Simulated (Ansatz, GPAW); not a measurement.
## One calculation of ZrS, 3 ways

```
Zr S
1.0
     0.00000    2.62500    2.62500
     2.62500    0.00000    2.62500
     2.62500    2.62500    0.00000
Zr S
1 1
Direct
  0.00000 0.00000 0.00000
  0.50000 0.50000 0.50000
```

Alike in all runs: task band structure; functional BLYP; k mesh 9 × 9 × 9; occupations fermi-dirac, width 0.05 eV; no spin polarisation; no spin-orbit coupling. Pressure is positive in compression and, in plane waves, holds the error of the finite cutoff, which Ansatz's Pulay term estimates and takes out.

| program and potentials | plane-wave cutoff (eV) | notes | pressure (GPa) |
| --- | --- | --- | --- |
| Ansatz, Ansatz PAW | 420 | potentials made for PBE, which Ansatz adapts in part; Pulay term of +0.03 GPa included | 5.41 |
| GPAW, PAW data sets generated for this functional | 600 | - | 4.55 |
| Ansatz, all-electron LAPW, scalar-relativistic | - | - | 5.44 |

The pressure spans 4.55 (GPAW, PAW data sets generated for this functional) to 5.44 GPa (Ansatz, all-electron LAPW, scalar-relativistic), with all-electron results at 5.44. Some sets were made for another functional than the one run, which can shift their rows.

The functional is the same throughout but for its coding, so the spread measures potentials, basis and numerics; runs on potential files found faulty are left out.
